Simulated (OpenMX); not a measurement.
Here is an OpenMX 3.8.5 calculation.

The input run.py:

```python
from ase.io import read
from ase.calculators.openmx import OpenMX
from ase.calculators.mixing import SumCalculator
from dftd4.ase import DFTD4

atoms = read('POSCAR')

def calculator():
    omx = OpenMX(
        label='GaN',
        command='openmx',
        nohup=True,
        xc='GGA-PBE',
        kpts=(7, 7, 7),
        system_currentdirectory='./',
        data_path='./DFT_DATA13',
        level_of_fileout=0,
        definition_of_atomic_species=[['Ga', 'Ga7.0-s3p2d2', 'Ga_PBE13'], ['N', 'N6.0-s2p2d1', 'N_PBE13']],
        atoms_speciesandcoordinates_unit='Ang',
        atoms_speciesandcoordinates=[['1', 'Ga', '0', '0', '0', 6.5, 6.5], ['2', 'N', '0', '0', '0', 2.5, 2.5]],
        scf_spinpolarization='off',
        scf_electronictemperature=580.226,
        scf_energycutoff=500.0,
        scf_maxiter=100,
        scf_eigenvaluesolver='band',
        scf_mixing_type='rmm-diisk',
        scf_init_mixing_weight=0.05,
        scf_min_mixing_weight=0.001,
        scf_max_mixing_weight=0.3,
        scf_mixing_history=25,
        scf_mixing_startpulay=8,
        scf_criterion=1e-08,
    )
    return SumCalculator([omx, DFTD4(method='pbe')])

atoms.calc = calculator()
print('stress_eV_A3', atoms.get_stress().round(8).tolist())
print('forces_eV_A', atoms.get_forces().round(6).tolist())
print('energy_eV', round(atoms.get_potential_energy(), 6))
print('dispersion_eV', round(atoms.calc.mixer.calcs[1].get_potential_energy(atoms), 6))
```

POSCAR

```
GaN
1.0
    2.9806400000      0.0000000000      0.0000000000
   -1.4903200000      2.5813100000      0.0000000000
    0.0000000000      0.0000000000      2.6833700000
Ga N
1 1
Direct
    0.6666700000      0.3333300000      0.5000000000
    0.0000000000      0.0000000000      0.0000000000
```

Potentials or basis: OpenMX 2013 PBE set, Ga7.0-s3p2d2, N6.0-s2p2d1, grid cutoff 500 Ry.

Run with:

```sh
$ python run.py > run.log
```

**Question.** What does it give for the largest force?

**Answer.** 0.026 eV/Å.

**Question.** Predict the pressure.

**Answer.** -0.6 GPa.

**Question.** Predict the Mulliken charges.

**Answer.** Ga +0.54; N -0.54 e.

**Question.** Predict the dispersion energy per atom.

**Answer.** -0.424 eV.

Forces in eV/Å, atoms in the order of the input:
```
Ga   0.012 -0.015  0.000
N    0.004  0.026  0.000
```

Caveat: the basis of atomic orbitals isn't converged, which shifts pressures, moduli and gaps; pairwise dispersion overbinds metals, which lowers pressure and volume.
